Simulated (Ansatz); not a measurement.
Crystal: PtS2.

```
CELL_PARAMETERS angstrom
3.54320 0.00000 0.00000
-1.77160 3.06850 0.00000
0.00000 0.00000 5.03880
ATOMIC_POSITIONS crystal
Pt 0.00000 0.00000 0.00000
S 0.66667 0.33333 0.77300
S 0.33333 0.66667 0.22700
```

- Program: Ansatz 0.2.0
- Task: relaxation of cell and atoms
- Functional: revPBE
- Dispersion: D3(BJ)
- Potentials or basis: Ansatz PAW
- Cutoff: 420 eV (not typed: the program's choice for these potentials)
- k mesh: 9 × 9 × 5
- Occupations: fermi-dirac, width 0.05 eV
- Spin: no spin polarisation

At the start: volume 18.26 Å³/atom.

Task: Where does the relaxation end?

Result: It ends after 8 steps and the volume is 16.42 Å³/atom (-10.1 %); space group P-3m1 (No. 164, to 0.05 Å).

The path:
```tsv
step	energy change (eV)	largest force (eV/Å)	volume (Å³)
1	0.0000	1.3851	54.78
2	-0.1772	0.1983	51.16
3	-0.2198	0.0955	50.44
4	-0.2256	0.0742	48.50
5	-0.2297	0.0055	49.46
6	-0.2299	0.0134	49.24
7	-0.2299	0.0001	49.27
8	-0.2289	0.0003	49.27
```

Final structure:
```xyz
3
Lattice="3.5722 0.0000 0.0000 -1.7861 3.0936 0.0000 0.0000 0.0000 4.4584" Properties=species:S:1:pos:R:3 pbc="T T T"
Pt    0.0000    0.0000    0.0000
S     1.7861    1.0312    3.2551
S     0.0000    2.0624    1.2033
```

Caveat: the plane-wave basis is chosen anew once the cell has moved, so the energies of steps on either side of that aren't comparable; the volume moved by -10 % from the deposited cell, more than functionals usually miss; pairwise dispersion overbinds metals, which lowers pressure and volume; the PAW data sets come from PBE, with cores solved anew for the run's functional, which leaves a small shift of forces and pressure.
